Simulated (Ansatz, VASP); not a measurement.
**One calculation of AlN, two programs**

Contents of INCAR:

```
  ALGO = Normal
  EDIFF = 1E-7
  ENCUT = 520
  GGA = PE
  ISIF = 2
  ISMEAR = 0
  LASPH = True
  LCHARG = True
  LELF = True
  LREAL = False
  LVHAR = True
  LWAVE = False
  NBANDS = 11
  NELM = 100
  PREC = Accurate
  SIGMA = 0.02
```

The input KPOINTS:

```
k-points
0
Gamma
  10 10 10
```

File POSCAR:

```
AlN
1.0
    0.0000000000      2.0903858643      2.0903858643
    2.0903858643      0.0000000000      2.0903858643
    2.0903858643      2.0903858643      0.0000000000
Al N
1 1
Direct
    0.5000000000      0.5000000000      0.5000000000
    0.0000000000      0.0000000000      0.0000000000
```

Input for Ansatz:

```yaml
crystal:
  lattice:
    - [0.0, 2.0903858643, 2.0903858643]
    - [2.0903858643, 0.0, 2.0903858643]
    - [2.0903858643, 2.0903858643, 0.0]
  atoms:
    - { symbol: Al, position: [0.5, 0.5, 0.5] }
    - { symbol: "N", position: [0.0, 0.0, 0.0] }
basis:
  ecutwfc: 420
kpoints:
  mp_grid: { grid: [10, 10, 10] }
hamiltonian:
  xc: pbe
scf:
  occupations: { method: gaussian, width: 0.02 }
output:
  forces: true
  stress: true
  eigenvalues: true
```

Alike in both runs: task single point; functional PBE; k mesh 10 × 10 × 10; occupations gaussian, width 0.02 eV; no spin polarisation.

|  | VASP | Ansatz |
| --- | --- | --- |
| version | VASP 6.6.1 | Ansatz 0.2.0 |
| potentials or method | VASP PAW PBE potentials, release 64 (Al, N) | scalar-relativistic, plane waves, PAW |
| plane-wave cutoff (eV) | 520 | 420 |
| valence electrons in the cell | 8 | 8 |

VASP gave:

```
gap on the k mesh at the Fermi level (eV) : 3.68
least direct gap on the mesh (eV)         : 4.30
pressure (GPa)                            : -17.4
```

**Question.** Estimate Ansatz's values.

**Answer.** gap on the k mesh at the Fermi level (eV): 3.70; least direct gap on the mesh (eV): 4.30; pressure (GPa): -17.2.

Caveats: so large a pressure means that the cell lies far from this level's equilibrium, or that cutoff or potentials fall short (VASP). A k mesh can miss the band edges.
